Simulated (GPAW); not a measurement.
# BeTe (F-43m) in GPAW: single point with PBE

Aim: the single point of BeTe with PBE.

Everything below comes from runs of GPAW 26.7.0. Logs are shortened: lines on timing, memory, paths and dates and some standing lists are left out, and cuts for length are marked. The log counts tension as positive stress, the text compression.

## 1. Starting point

Symmetry: F-43m, No. 216, cubic system. Conventional cell: a = 5.540 Å, b = 5.540 Å, c = 5.540 Å, α = 90.00°, β = 90.00°, γ = 90.00°. Te (site symmetry -43m) is surrounded by 4 Be at 2.40 Å. Be (site symmetry -43m) is surrounded by 4 Te at 2.40 Å.

## 2. Single point, PBE

Contents of run.py:

```python
from ase import Atoms
from ase.dft.bandgap import bandgap
from ase.io import write
from ase.units import GPa
from gpaw import GPAW, PW

atoms = Atoms(['Te', 'Be'],
              cell=[[0.0, 2.77, 2.77],
                    [2.77, 0.0, 2.77],
                    [2.77, 2.77, 0.0]],
              scaled_positions=[[0.75, 0.75, 0.75],
                                [0.0, 0.0, 0.0]],
              pbc=True)

calc = GPAW(mode=PW(600),
            xc='PBE',
            kpts={'size': (7, 7, 7), 'gamma': True},
            occupations={'name': 'fermi-dirac', 'width': 0.05},
            nbands=11,
            maxiter=120,
            txt='gpaw.txt')
atoms.calc = calc
energy = atoms.get_potential_energy()
forces = atoms.get_forces()
stress = atoms.get_stress()
calc.write('gs.gpw')
write('result.traj', atoms)
print(f'Energy: {energy:.6f} eV')
print('Forces (eV/A):')
print(forces.round(4))
print('Stress (GPa):', (stress / GPa).round(3))
print('Fermi level:', round(calc.get_fermi_level(), 4), 'eV')
print(f'Gap: {bandgap(calc)[0]:.4f} eV, direct: {bandgap(calc, direct=True)[0]:.4f} eV')
```

Potentials or basis: GPAW PAW data sets (gpaw-data 1.2.1), pw.

The run is started by

```console
$ OMP_NUM_THREADS=1 python run.py
```

gpaw.txt:

```text
__  _  _
 | _ |_)|_||  |
 |__||  | ||/\| - 26.7.0

Input parameters:
  mode=PW(ecut=600.0),
  kpts=MonkhorstPack(size=(7, 7, 7), gamma=True),
  maxiter=120,
  nbands=11,
  occupations=Occupations(name='fermi-dirac', width=0.05),
  xc=XC(name='PBE')

Diagonalizing LCAO Hamiltonian
Converting LCAO to pw mode

                    Te

       Be

Atoms  # Å, Bohr magnetons
|   | symbol |        x |        y |        z |    initial magnetic moments |
|---|--------|----------|----------|----------|-----------------------------|
| 0 |     Te | 4.155000 | 4.155000 | 4.155000 | ( 0.0000,  0.0000,  0.0000) |
| 1 |     Be | 0.000000 | 0.000000 | 0.000000 | ( 0.0000,  0.0000,  0.0000) |

Unit cell  # Å
| periodic |        x |        y |        z |  lengths |    angles |
|----------|----------|----------|----------|----------|-----------|
|      yes | 0.000000 | 2.770000 | 2.770000 | 3.917372 | 60.000000 |
|      yes | 2.770000 | 0.000000 | 2.770000 | 3.917372 | 60.000000 |
|      yes | 2.770000 | 2.770000 | 0.000000 | 3.917372 | 60.000000 |

Number of symmetries: 24
Symmetry operations  # r_c * U_cc + t_c -> r_c
|    | kind |            matrix            |
|----|------|------------------------------|
|  0 |  E   |  1, 0, 0,  0, 1, 0,  0, 0, 1 |
|  1 |  σ   |  1, 0, 0,  0, 0, 1,  0, 1, 0 |
|  2 |  σ   |  1, 0,-1,  0, 1,-1,  0, 0,-1 |
|  3 |  C3  |  1, 0,-1,  0, 0,-1,  0, 1,-1 |
|  4 |  C3  |  1,-1, 0,  0,-1, 1,  0,-1, 0 |
|  5 |  σ   |  1,-1, 0,  0,-1, 0,  0,-1, 1 |
|  6 |  σ   |  0, 1, 0,  1, 0, 0,  0, 0, 1 |
|  7 |  C3  |  0, 1, 0,  0, 0, 1,  1, 0, 0 |
|  8 |  C2  |  0, 1,-1,  1, 0,-1,  0, 0,-1 |
|  9 |  S4  |  0, 1,-1,  0, 0,-1,  1, 0,-1 |
| 10 |  C3  |  0, 0, 1,  1, 0, 0,  0, 1, 0 |
| 11 |  σ   |  0, 0, 1,  0, 1, 0,  1, 0, 0 |
| 12 |  S4  |  0, 0,-1,  1, 0,-1,  0, 1,-1 |
| 13 |  C3  |  0, 0,-1,  0, 1,-1,  1, 0,-1 |
| 14 |  S4  |  0,-1, 1,  1,-1, 0,  0,-1, 0 |
| 15 |  C2  |  0,-1, 1,  0,-1, 0,  1,-1, 0 |
| 16 |  C3  |  0,-1, 0,  1,-1, 0,  0,-1, 1 |
| 17 |  S4  |  0,-1, 0,  0,-1, 1,  1,-1, 0 |
| 18 |  S4  | -1, 1, 0, -1, 0, 1, -1, 0, 0 |
| 19 |  C3  | -1, 1, 0, -1, 0, 0, -1, 0, 1 |
| 20 |  C3  | -1, 0, 1, -1, 1, 0, -1, 0, 0 |
| 21 |  S4  | -1, 0, 1, -1, 0, 0, -1, 1, 0 |
| 22 |  σ   | -1, 0, 0, -1, 1, 0, -1, 0, 1 |
| 23 |  C2  | -1, 0, 0, -1, 0, 1, -1, 1, 0 |

BZ-sampling:
  Number of BZ points: 343
  Number of IBZ points: 20

  Monkhorst-Pack size: [7, 7, 7]
  Monkhorst-Pack shift: [0, 0, 0]

K-points  # in reciprocal-cell coordinates
|     |                                coordinates |     weight |
|-----|--------------------------------------------|------------|
|   0 | (  0.00000000,   0.00000000,   0.00000000) | 0.00291545 |
|   1 | (  0.14285714,   0.14285714,   0.00000000) | 0.01749271 |
|   2 | (  0.14285714,   0.14285714,   0.14285714) | 0.02332362 |
|   3 | (  0.28571429,   0.14285714,   0.14285714) | 0.03498542 |
|   4 | (  0.28571429,   0.28571429,   0.00000000) | 0.01749271 |
|   5 | (  0.28571429,   0.28571429,   0.14285714) | 0.06997085 |
|   6 | (  0.28571429,   0.28571429,   0.28571429) | 0.02332362 |
|   7 | (  0.42857143,  -0.28571429,  -0.28571429) | 0.03498542 |
|   8 | (  0.42857143,   0.28571429,  -0.42857143) | 0.13994169 |
|   9 | (  0.42857143,   0.28571429,  -0.28571429) | 0.06997085 |
| ... |                                            |            |
|  19 | (  0.42857143,   0.42857143,   0.42857143) | 0.02332362 |

Plane wave coefficients: 1430
Cutoff: 600.0 eV

Spin-components: 1 (collinear spins)
Bands:           11
Projectors:      8
Spin-degeneracy: 2
Datatype:        complex128

Parallelization:
  kpt:    1
  domain: 1
  band:   1

Density:
  Valence electrons: 8.0
  Components: 1
  Grid points: [24 24 24]
  Charge: 0.0  # |e|

Potential:
  Grid points: [24 24 24]

species:
  Te:
    name:    Tellurium
    Z:       52.0
    valence: 6
    core:    46
    charge:  0.0  # [|e|]
    compensation charges:
      type: gauss
      rc: 0.36  # [Å]
      lmax: 2
    cutoffs:
      filter: 2.09  # [Å]
      core: 3.17  # [Å]
    projectors
    | kind |    occ | energy [eV] | rcut [Å] |
    |------|--------|-------------|----------|
    |   5s |  2.000 |     -15.089 |    1.180 |
    |   5p |  4.000 |      -5.955 |    1.196 |
    |    s |        |      12.123 |    1.180 |
    |    p |        |      21.256 |    1.196 |
    |    d |        |       0.000 |    1.238 |

    Using partial waves for Te as LCAO basis

  Be:
    name:    Beryllium
    Z:       4.0
    valence: 2
    core:    2
    charge:  0.0  # [|e|]
    compensation charges:
      type: gauss
      rc: 0.25  # [Å]
      lmax: 2
    cutoffs:
      filter: 1.42  # [Å]
      core: 1.77  # [Å]
    projectors
    | kind |    occ | energy [eV] | rcut [Å] |
    |------|--------|-------------|----------|
    |   2s |  2.000 |      -5.610 |    0.794 |
    |   2p |  0.000 |      -2.018 |    0.794 |
    |    s |        |      21.602 |    0.794 |

    Using partial waves for Be as LCAO basis

Reference energy: -185188.868407  # eV

eigensolver:
  PPCG
  Converge bands: occupied
  niter=2

density mixing:
  MSR1-Mixer
  Pratt-step length: 0.05
  Maximum mixing coefficient: 0.75
  Old densities: 10
  SVD Regularization: 0.005
  Good broyden scale: 1.0
  Trust region scale: 1.0
  Backstep threshold: 4.0
  History deletion threshold: 6.0
  Fourier metric: weight=20.0, sigma=0.015

occupation numbers:
  Fermi-Dirac:
    width: 0.0500  # eV

poisson solver:
  ecut: 4800.0  # eV

xc functional:
  name: PBE with 2 nearest neighbor stencil

convergence criteria:
- Maximum [total energy] change in last 3 cyles: 0.0005 eV / valence electron
- Maximum integral of absolute [dens]ity change: 0.0001 electrons / valence electron
- Maximum integral of absolute [eigenst]ate change: 4e-08 eV^2 / valence electron
maximum number of iterations: 120

SCF iterations
|iter     | |      energy | eigst |  dens |
|---------|-|-------------|-------|-------|
|iter:   1| |   -7.750522 | -0.15 |       |
|iter:   2| |   -7.729842 | -2.22 | -0.91 |
|iter:   3| |   -7.604065 | -2.24 | -0.94 |
|iter:   4| |   -7.604626 | -3.18 | -1.54 |
|iter:   5| |   -7.605241c| -4.39 | -2.07 |
|iter:   6| |   -7.605282c| -5.56 | -2.67 |
|iter:   7| |   -7.605283c| -7.04 | -3.70 |
|iter:   8| |   -7.605283c| -7.89c| -4.10c|

Converged in 8 steps
Energy contributions relative to reference atoms: (reference = -185188.868407)

Energy contributions:
  Kinetic:          18.490253
  Coulomb:         -16.525322
  Zero:              0.135215
  External:          0.000000
  Xc:               -9.705430
  Entropy:          -0.000000
  Spinorbit:         0.000000
  ----------------------------
  Free energy:      -7.605283
  Extrapolated:     -7.605283

dipole moment: (-0.426435, -0.426435, -0.426435)  # |e|*Ang

Fermi level: 6.488
Eigenvalues  # (at kpt = [0.000, 0.000, 0.000])
| band index |      eig [eV] | occ [0-2] |
|------------|---------------|-----------|
|          0 |        -7.057 |     2.000 |
|          1 |         5.562 |     2.000 |
|          2 |         5.562 |     2.000 |
|          3 |         5.562 |     2.000 |
|          4 |         9.147 |     0.000 |
|          5 |         9.147 |     0.000 |
|          6 |         9.147 |     0.000 |
|          7 |         9.761 |     0.000 |
|          8 |        13.973 |     0.000 |
|          9 |        16.135 |     0.000 |
|         10 |        16.297 |     0.000 |

Gap: 1.920 eV
Transition (v -> c):
  (s=0, k=0, n=3, [0.00, 0.00, 0.00]) -> (s=0, k=16, n=4, [0.43, 0.43, 0.00])
Direct/indirect transitions are different
Direct gap: 3.585 eV
Transition at: (s=0, k=0, n=3, [0.00, 0.00, 0.00])

Forces  # eV/Ang
|        x |        y |        z |
|----------|----------|----------|
|  0.00000 | -0.00000 | -0.00000 |  # Te   0
| -0.00000 |  0.00000 | -0.00000 |  # Be   1

Stress tensor  # eV/Ang^3
|         x |         y |         z |
|-----------|-----------|-----------|
| -0.027568 |  0.000000 |  0.000000 |
|  0.000000 | -0.027568 |  0.000000 |
|  0.000000 |  0.000000 | -0.027568 |

# Writing to gs.gpw (mode='')
```

It took 5.8 s on 1 thread of Intel Xeon Platinum 8488C (Sapphire Rapids), shared host; peak memory 0.14 GiB.

What came out:

| Quantity | Value |
| --- | --- |
| Free energy | -7.6053 eV |
| Pressure | 4.4 GPa |
| Band gap on the k mesh | 1.92 eV, indirect (least direct gap 3.58 eV) |

Caveat: the cutoff is short for stress and forces, so pressures can be off by a GPa or more; spin-orbit coupling is left out, which moves the levels of the heavy elements; an odd mesh through Γ misses points on the zone boundary, where band edges often lie.
